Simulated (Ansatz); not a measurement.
**Ti: equation of state with PBE+D3(BJ)+U**

Ti:

```xyz
1
Lattice="0.0000 2.0300 2.0300 2.0300 0.0000 2.0300 2.0300 2.0300 0.0000" Properties=species:S:1:pos:R:3 pbc="T T T"
Ti    0.0000    0.0000    0.0000
```

This isn't the form of Ti at room conditions, which is hcp.

| Quantity | Value |
| --- | --- |
| Program | Ansatz 0.2.0 |
| Task | equation of state |
| Functional | PBE |
| Dispersion | D3(BJ) |
| Potentials or basis | all-electron LAPW, non-relativistic |
| Basis error allowed | 0.002 eV/atom |
| k mesh | 11 × 11 × 11 |
| Occupations | methfessel-paxton, width 0.05 eV |
| Spin | no spin polarisation |
| Hubbard terms | Ti d U = 6.2 eV |
| Start of the occupations | auto |
| Double counting | fll |
| Hubbard projectors | atomic |

```json
{
 "Equilibrium volume": "outside the volumes run"
}
```

Energy against volume, from the lowest point:
```
volume (Å³/atom)  energy (meV/atom)
          15.727             431.24
          16.062             337.40
          16.396             253.19
          16.731             177.97
          17.065             111.08
          17.400              51.95
          17.735               0.00
```

All runs of the series together: 3.2 min on 1 thread of Intel(R) Xeon(R) Platinum 8259CL CPU @ 2.50GHz (Skylake/Cascade Lake), on a shared host.

Caveat: the magnetic or orbital state may not be the lowest; U is the effective U less J, on atomic orbitals that reach past the spheres; the U is typed as a test and isn't derived for this compound.
